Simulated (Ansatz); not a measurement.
# Sb: the cost of one run

Program: Ansatz 0.2.0. Level of theory: DFT PBE, scalar-relativistic, plane waves, PAW. These are calculated values, not measurements.

### Step 1. Starting point

The structure is monoclinic, space group P2_1/m (No. 11). Conventional cell: a = 3.122 Å, b = 4.348 Å, c = 4.406 Å, α = 90.00°, β = 90.51°, γ = 90.00°. Sb (site symmetry m) is surrounded by 6 Sb at 3.04 to 3.15 Å.

Cell or atoms stand a little off a more symmetric structure (Pm-3m at a tolerance of 0.3 Å), so results at this geometry aren't those of that ideal crystal.

Coordinates:

```cif
data_structure
_symmetry_space_group_name_H-M 'P2_1/m'
_symmetry_Int_Tables_number 11
_cell_length_a 3.1224
_cell_length_b 4.3475
_cell_length_c 4.4060
_cell_angle_alpha 90.000
_cell_angle_beta 90.506
_cell_angle_gamma 90.000
_cell_volume 59.81
loop_
_atom_site_label
_atom_site_type_symbol
_atom_site_symmetry_multiplicity
_atom_site_Wyckoff_symbol
_atom_site_fract_x
_atom_site_fract_y
_atom_site_fract_z
_atom_site_occupancy
Sb1 Sb 2 e 0.98861 0.75000 0.75883 1
```

The structure comes from the Materials Project (structure only).

### Step 2. A change within the space group

The change: strain xx, yy, zz, yz, xz, xy = +0.6, +9.5, +0.4, +0.0, -5.2, +0.0 %; atoms moved by 0.15 Å root mean square, at most 0.15 Å.

The input, input.yaml:

```yaml
crystal:
  lattice:
    - [3.14119886, 0.0, -0.1628020403]
    - [0.0, 4.7598366071, 0.0]
    - [-0.2688703916, 0.0, 4.4240505049]
  atoms:
    - { symbol: Sb, position: [0.9653613085, 0.75, 0.7884805533] }
    - { symbol: Sb, position: [0.0346386915, 0.25, 0.2115194467] }
basis:
  ecutwfc: 420
kpoints:
  mp_grid: { grid: [14, 10, 10] }
hamiltonian:
  xc: pbe
scf:
  occupations: { method: gaussian, width: 0.1 }
output:
  forces: true
  stress: true
  eigenvalues: true
  populations: true
```

Launch:

```console
$ ansatz run input.yaml --threads 1 --pin off --max-ram 1331MiB --backend cpu --events-out ev --progress --plain --runs-dir out
```

What time and memory should one allow on 1 thread of an x86-64 CPU, shared host?

About 17 s, with a peak of 0.68 GiB.
